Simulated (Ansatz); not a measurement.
# Ti3Ni (Pm-3m) in Ansatz: single point with PBEsol

Aim: the single point of Ti3Ni with PBEsol.

All numbers are computed with Ansatz 0.2.0; they aren't measurements. Logs are shortened: lines on timing, memory, paths and dates and some standing lists are left out, and cuts for length are marked.

## (1) The crystal as given

The structure is cubic, space group Pm-3m (No. 221). Conventional cell: a = 3.935 Å, b = 3.935 Å, c = 3.935 Å, α = 90.00°, β = 90.00°, γ = 90.00°. Ni (site symmetry m-3m) is surrounded by 12 Ti at 2.78 Å. Ti (site symmetry 4/mmm) has 4 Ni at 2.78 Å and 8 Ti at 2.78 Å as nearest neighbours.

The cell comes from a database or a generator and needn't be the stable form of this composition.

## (2) Single point, PBEsol, collinear spin, ferromagnetic start

Contents of input.yaml:

```yaml
crystal:
  lattice:
    - [3.935175, 0.0, 0.0]
    - [0.0, 3.935175, 0.0]
    - [0.0, 0.0, 3.935175]
  atoms:
    - { symbol: Ni, position: [0.0, 0.0, 0.0], spin: 2.0 }
    - { symbol: Ti, position: [0.5, 0.5, 0.0], spin: 2.0 }
    - { symbol: Ti, position: [0.5, 0.0, 0.5], spin: 2.0 }
    - { symbol: Ti, position: [0.0, 0.5, 0.5], spin: 2.0 }
hamiltonian:
  xc: pbesol
  pseudopotentials: { kind: paw }
magnetization:
  spin_polarized: true
  initial_magnetization: 8.0
  spin_locking: { lock_magnetization: hard }
kpoints:
  mp_grid: { grid: [6, 6, 6] }
scf:
  occupations: { method: fermi_dirac, width: 0.05 }
  lower_state_search: "off"
output:
  forces: true
  stress: true
  eigenvalues: true
```

Potentials or basis: Ansatz PAW.

The run is started by

```bash
$ ansatz run input.yaml --threads 2 --pin off --max-ram 5632MiB --backend cpu --events-out ev --progress --plain --runs-dir out
```

The log of the run:

```text
Warning: output.stress: scf.convergence.dr2_threshold = 1e-7 eV (the SCF's general default) is looser than the 4e-10 eV advised for a printed stress (1e-10 eV for each atom of the cell: 4). What an SCF threshold leaves in a stress goes as its square root, and in the free energy as the threshold itself, and one threshold admits the most on a small cell: of the crystals measured, under no hybrid functional and no lock of the moments, on runs that ended without the residual-converged pass, on stresses that held no estimate of that error, the worst erred by over 100 MPa in a component at 1e-7 eV an atom and by under 5 at 1e-10. Set scf.convergence.dr2_threshold to 4e-10 eV or tighter. The threshold is an SCF's pass mark: one that does not reach it within its budget of iterations ends unconverged, or closes short of it on a stop that the run arms, and scf.convergence.dr2_threshold's page says what that costs each kind of run
Warning: RAYON_NUM_THREADS=2 ignored (pool sized by the plan → 2); use --threads N
Engine: ansatz 0.2.0, x86_64-unknown-linux-gnu
Pseudopotentials: kind: paw
Pseudopotential: Ni, paw, valence charge 18, recommended cutoff 420 eV (normal), Ni.paw.azcp
Pseudopotential: Ti, paw, valence charge 12, recommended cutoff 420 eV (normal), Ti.paw.azcp
Functional definition: PBEsol
  exchange = pbesol_x
  correlation = pbesol_c
Crystal: 4 atoms, lattice volume = 60.939 Å³
Basis set: ecut = 420 eV, 1213 PW (Γ), exchange–correlation on 54×54×54 points (8 copies of the dense FFT grid, shifted against one another)
Bands: 38, of which v1, the nominal top of the filled ones, is band 27 counted from 1 (26 counted from 0)
Symmetry: 48 space group operations
Space group: Pm-3m (ITA 221), of the structure as read, at distance tolerance 3.9e-5 Å
Magnetic group: BNS 221.92 (UNI 1594), of the structure as read, at distance tolerance 3.9e-5 Å
k-points: 20 of 216
Non-local potential: Ni, projectors of the file, l = 0: 3, l = 1: 2, l = 2: 3, l = 3: 1
Non-local potential: Ti, projectors of the file, l = 0: 3, l = 1: 2, l = 2: 3, l = 3: 1
PAW form: soft (Blöchl's): semilocal exchange-correlation on the pseudo side does not see the compensation charge
PAW frozen core: Ni, regenerated for the run's functional, and the local potential with it (the file was generated under x = pbe(κ = 0.804, μ = 0.2195149727645171), c = pbe(β = 0.06672455060314922))
PAW frozen core: Ti, regenerated for the run's functional, and the local potential with it (the file was generated under x = pbe(κ = 0.804, μ = 0.2195149727645171), c = pbe(β = 0.06672455060314922))
PAW one-centre angular grid: Ni, 590 points (default); XC on 64 Gauss nodes
PAW one-centre angular grid: Ti, 590 points (default); XC on 64 Gauss nodes
Initial density: superposition of atomic densities (chi_scale 0.1, normalization cell)
Starting moments: Σ|m| = 8 μB on 4 of 4 sites
Initial wavefunctions: pseudopotential atomic-orbital guess
Functional: x = pbesol(κ = 0.804, μ = 0.12345679012345678), c = pbesol(β = 0.046)
iter 1 solved again at ethr=1.19e-3 eV; its pass at ethr=3.10e-3 eV (dr2=6.40e-1 eV) is discarded
SCF iter   1: F=—  HF=-13223.586371 eV  |F-HF|=—  |Δ(HF+E_count)|=         —  Δρ=7.12e-2 (↑7.12e-2 ↓6.04e-2)  dr2=6.42e-1  dr2_m=2.29e0  M=8.000 μB ∫|m|=8.000 μB  β_m=0.30  ethr=1.19e-3  ⟨swp⟩=1.0  Hψ=6524  notcnv=0
preconditioner: auto → Kerker (q_TF=auto, 2.674 Å⁻¹)  [metal: Δε(μ)=0.013 eV  Ē_g=4.720 eV  σ=0.050 eV  W_gap=0.06  n_scr=18 (ndim 8)  ℏωp=22.3 eV  f_vac=0.000  D(μ)=1.89/eV (n_scr^D=18)]
spin=Collinear: Kerker preconditioning applied to the charge; magnetization (m = ρ↑ − ρ↓) channel mixes plain (no charge-response kernel on spin).
SCF iter   2: F=—  HF=-13224.009706 eV  |F-HF|=—  |Δ(HF+E_count)|=   4.23e-1  Δρ=5.27e-2 (↑5.27e-2 ↓4.29e-2)  dr2=2.50e-1  dr2_m=1.23e0  M=8.000 μB ∫|m|=8.000 μB  β_m=0.65  ethr=1.19e-3  ⟨swp⟩=2.2  Hψ=2115  notcnv=0
SCF iter   3: F=—  HF=-13224.805640 eV  |F-HF|=—  |Δ(HF+E_count)|=   7.96e-1  Δρ=6.83e-2 (↑1.33e-2 ↓6.83e-2)  dr2=3.23e0  dr2_m=4.33e-1  M=8.000 μB ∫|m|=8.000 μB  β_m=0.46  ethr=4.63e-4  ⟨swp⟩=2.6  Hψ=3351  notcnv=0  defer=3
SCF iter   4: F=—  HF=-13224.565675 eV  |F-HF|=—  |Δ(HF+E_count)|=   2.40e-1  Δρ=9.20e-3 (↑9.20e-3 ↓7.25e-3)  dr2=9.73e-3  dr2_m=3.44e-2  M=8.000 μB ∫|m|=8.000 μB  β_m=0.73  ethr=4.63e-4  ⟨swp⟩=2.6  Hψ=3235  notcnv=0  defer=110
SCF iter   5: F=—  HF=-13224.569304 eV  |F-HF|=—  |Δ(HF+E_count)|=   3.63e-3  Δρ=3.83e-3 (↑1.89e-3 ↓3.83e-3)  dr2=1.55e-2  dr2_m=1.26e-3  M=8.000 μB ∫|m|=8.000 μB  β_m=0.79  ethr=1.80e-5  ⟨swp⟩=2.0  Hψ=2899  notcnv=0  defer=110
SCF iter   6: F=—  HF=-13224.569026 eV  |F-HF|=—  |Δ(HF+E_count)|=   2.78e-4  Δρ=1.73e-3 (↑8.49e-4 ↓1.73e-3)  dr2=3.14e-3  dr2_m=1.48e-4  M=8.000 μB ∫|m|=8.000 μB  β_m=0.90  ethr=1.80e-5  ⟨swp⟩=2.0  Hψ=2022  notcnv=0  defer=110
SCF iter   7: F=—  HF=-13224.568959 eV  |F-HF|=—  |Δ(HF+E_count)|=   6.71e-5  Δρ=1.17e-3 (↑5.61e-4 ↓1.17e-3)  dr2=1.34e-3  dr2_m=5.53e-5  M=8.000 μB ∫|m|=8.000 μB  β_m=0.72  ethr=5.81e-6  ⟨swp⟩=1.0  Hψ=1410  notcnv=0  defer=110
SCF iter   8: F=—  HF=-13224.568861 eV  |F-HF|=—  |Δ(HF+E_count)|=   9.75e-5  Δρ=3.28e-4 (↑9.43e-5 ↓3.28e-4)  dr2=1.02e-4  dr2_m=7.77e-6  M=8.000 μB ∫|m|=8.000 μB  β_m=0.86  ethr=2.49e-6  ⟨swp⟩=1.9  Hψ=1551  notcnv=0  defer=110
SCF iter   9: F=—  HF=-13224.568858 eV  |F-HF|=—  |Δ(HF+E_count)|=   3.58e-6  Δρ=1.38e-4 (↑4.98e-5 ↓1.38e-4)  dr2=1.90e-5  dr2_m=1.12e-6  M=8.000 μB ∫|m|=8.000 μB  β_m=0.93  ethr=1.89e-7  ⟨swp⟩=1.0  Hψ=1410  notcnv=0  defer=110
SCF iter  10: F=—  HF=-13224.568856 eV  |F-HF|=—  |Δ(HF+E_count)|=   1.52e-6  Δρ=4.72e-5 (↑1.53e-5 ↓4.72e-5)  dr2=2.24e-6  dr2_m=1.45e-7  M=8.000 μB ∫|m|=8.000 μB  β_m=0.96  ethr=3.51e-8  ⟨swp⟩=1.4  Hψ=1483  notcnv=0  defer=110
SCF iter  11: F=—  HF=-13224.568856 eV  |F-HF|=—  |Δ(HF+E_count)|=   1.30e-7  Δρ=1.04e-5 (↑3.24e-6 ↓1.04e-5)  dr2=1.02e-7  dr2_m=7.52e-9  M=8.000 μB ∫|m|=8.000 μB  β_m=0.74  ethr=4.15e-9  ⟨swp⟩=1.0  Hψ=1410  notcnv=0  defer=110
SCF iter  12: F=-13224.568856 eV  HF=-13224.568856 eV  |F-HF|=1.05e-8  |Δ(HF+E_count)|=   7.18e-9  Δρ=3.29e-6 (↑1.44e-6 ↓3.29e-6)  dr2=1.16e-8  dr2_m=5.05e-10  M=8.000 μB ∫|m|=8.000 μB  ethr=1.85e-10  ⟨swp⟩=5.2  Hψ=4424  notcnv=0
SCF 1 converged in 12 iterations: F = -13224.568856 eV  dr2 = 1.16e-8
SCF converged after 12 iterations
Stability checked in part: among states of this total moment the steps that led to this state did not find it unstable. No probe was made; neither looks for a lower state of another moment (fixed_total_moment; see scf.lower_state_search)
Magnetization: 8.0000 μB (31.0000 up, 23.0000 down)
Absolute magnetization: 8.0000 μB (∫|ρ↑−ρ↓|, with the PAW one-centre terms)
Spin contamination: 0.0060 ħ² per cell (⟨S²⟩ above its minimum at these occupations)
Per-site moments (μB) at R_I (Å): [(0.9784862189457143, 1.147817932658006), (1.7080271538479925, 1.147817932658006), (1.708027153847991, 1.147817932658006), (1.708027153847992, 1.147817932658006)]
Free energy (F): -13224.568856 eV
Harris-Foulkes:  -13224.568856 eV  (|F-HF|=1.05e-8)
Internal energy: -13224.554036 eV  (E = F + TS)
E sigma→0 (E₀):  -13224.561446 eV
Entropy (-TS):   -0.014820 eV (-3.705 meV/atom)
Fermi energy:    14.707381 (↑ 15.694731, ↓ 13.720031) eV
--- Per-component energies (eV) ---
  E_band       = -755.489465
  E_kinetic    = 1110.746426
  E_local      = -6453.842092  (includes V_loc(G=0)·N_el)
  E_nonlocal   = 670.453461
  E_hartree    = 2718.028096
  E_xc         = -376.932364
  E_vxc        = -477.064959  (∫ρ·V_xc dr)
  E_paw        = -4667.026733  (= ΣΔE_a)
  E_vpaw       = -1041.847330  (= ΣTr[D̂ρ^β])
  E_aug_tail   = 0.000827  (compensation charges beyond the density's cutoff)
  E_ewald      = -6226.597099
  E_core_change = 0.615442  (= ΣΔE_core)
  E_smearing   = -0.014820  (= −TS)
  E_closure    = 0.000000  (closes the sum)
  Σ components = -13224.568856   (vs F -13224.568856, Δ=0.00e0)
--- Forces (eV/Å), atoms counted from 1 ---
  atom   1  Ni    -0.00000000     0.00000000     0.00000000
  atom   2  Ti     0.00000000     0.00000000     0.00000000
  atom   3  Ti     0.00000000    -0.00000000     0.00000000
  atom   4  Ti     0.00000000     0.00000000     0.00000000
  max |Σ_I F_I| component: 5.14e-29 eV/Å
--- Stress (GPa, compression-positive) ---
        8.035400       0.000000       0.000000
        0.000000       8.035400       0.000000
        0.000000       0.000000       8.035400
  P = ⅓ Tr σ = 8.0354 GPa (80.354 kbar)
--- Band table (eV; the first three rows and the last of 40) ---
  k-point 0 ↑: bands = ["-88.8421", "-49.3676", "-49.3676", "-49.3676", "-42.0197", "-41.8036", "-41.8036", "-18.7055", "-18.7055", "-18.7055", "-18.2205", "-18.2205", "-18.2205", "-18.0080", "-18.0080", "-18.0080", "7.1097", "10.5944", "10.7937", "10.7937", "11.4178", "11.4178", "11.4178", "13.6197", "13.6197", "13.6197", "14.4313", "14.4313", "16.7255", "16.7255", "16.7255", "16.8492", "16.8492", "16.8492", "17.6548", "17.6548", "18.2905", "18.5286"]
  k-point 1 ↑: bands = ["-88.8421", "-49.3677", "-49.3676", "-49.3676", "-42.0069", "-41.8164", "-41.8034", "-18.6795", "-18.6795", "-18.6648", "-18.2304", "-18.2304", "-18.2249", "-18.0613", "-18.0261", "-18.0261", "7.4299", "10.7262", "10.9295", "10.9520", "11.5192", "11.5379", "11.5379", "13.5272", "13.6590", "13.6590", "14.0466", "14.5332", "15.6358", "15.6358", "16.1574", "16.7588", "17.2761", "17.2761", "17.3155", "17.6297", "18.0201", "18.5293"]
  k-point 2 ↑: bands = ["-88.8421", "-49.3679", "-49.3676", "-49.3676", "-41.9738", "-41.8492", "-41.8031", "-18.6174", "-18.6174", "-18.5496", "-18.2623", "-18.2623", "-18.2337", "-18.2016", "-18.0602", "-18.0602", "8.3256", "10.5682", "11.2876", "11.5056", "11.7672", "11.8556", "11.8556", "13.0757", "13.2917", "13.5702", "13.5702", "14.8598", "14.9461", "14.9461", "15.5288", "16.4658", "16.5887", "16.7376", "16.7376", "17.1817", "17.7103", "18.5309"]
  k-point 19 ↓: bands = ["-87.9289", "-48.4759", "-48.4759", "-48.4759", "-40.4355", "-40.4355", "-40.4355", "-17.4818", "-17.1497", "-17.1497", "-17.1497", "-16.5857", "-16.5857", "-16.5538", "-16.5538", "-16.5538", "11.3470", "12.1367", "12.1367", "12.1367", "13.3028", "13.3028", "14.8094", "14.8094", "14.8094", "15.6357", "15.6357", "15.6357", "16.5793", "16.5793", "16.5793", "16.6423", "17.9020", "17.9020", "17.9020", "18.5651", "18.5651", "19.8984"]
```

It took 2 s on 2 threads of Intel Xeon 6975P-C (Granite Rapids), shared host; peak memory 0.42 GiB.

Results:

- Free energy: -13224.5689 eV
- Pressure: 8.0 GPa
- Net moment: 8.00 μB per cell
- Absolute moment: 8.00 μB per cell
- Site moments: Ni +0.98; Ti +1.71 μB

Caveat: the total moment is fixed, so each spin has its own Fermi level; the PAW data sets come from PBE, with cores solved anew for the run's functional, which leaves a small shift of forces and pressure; the thresholds are loose for stress.
